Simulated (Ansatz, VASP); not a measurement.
Two plane-wave programs on BAs

```
B As
1.0
     0.00000    2.29296    2.48404
     2.29296    0.00000    2.48404
     2.29296    2.29296    0.00000
B As
1 1
Cartesian
  0.0000 0.0000 0.0000
  3.4394 3.4394 3.7261
```

Change from the starting cell: strain -0.040 along x and y, +0.040 along z, atoms carried along.

Alike in both runs: task single point; functional LDA; k mesh 10 × 10 × 10; occupations gaussian, width 0.05 eV; no spin polarisation.

```csv
,VASP,Ansatz
version,VASP 6.6.1,Ansatz 0.2.0
potentials or method,"VASP PAW LDA potentials, release 64 (B, As)","scalar-relativistic, plane waves, PAW"
plane-wave cutoff (eV),520,420
valence electrons in the cell,8,18
```

Ansatz gave:

```
gap on the k mesh at the Fermi level (eV)       : 0.47
least direct gap on the mesh (eV)               : 2.89
pressure (GPa)                                  : 2.1
largest component of the traceless stress (GPa) : 12.96
```

Task: What did VASP give for the same quantities?

Result: gap on the k mesh at the Fermi level (eV): 0.47; least direct gap on the mesh (eV): 2.89; pressure (GPa): 3.1; largest component of the traceless stress (GPa): 12.89.

The two sets of potentials don't hold the same shells in valence.
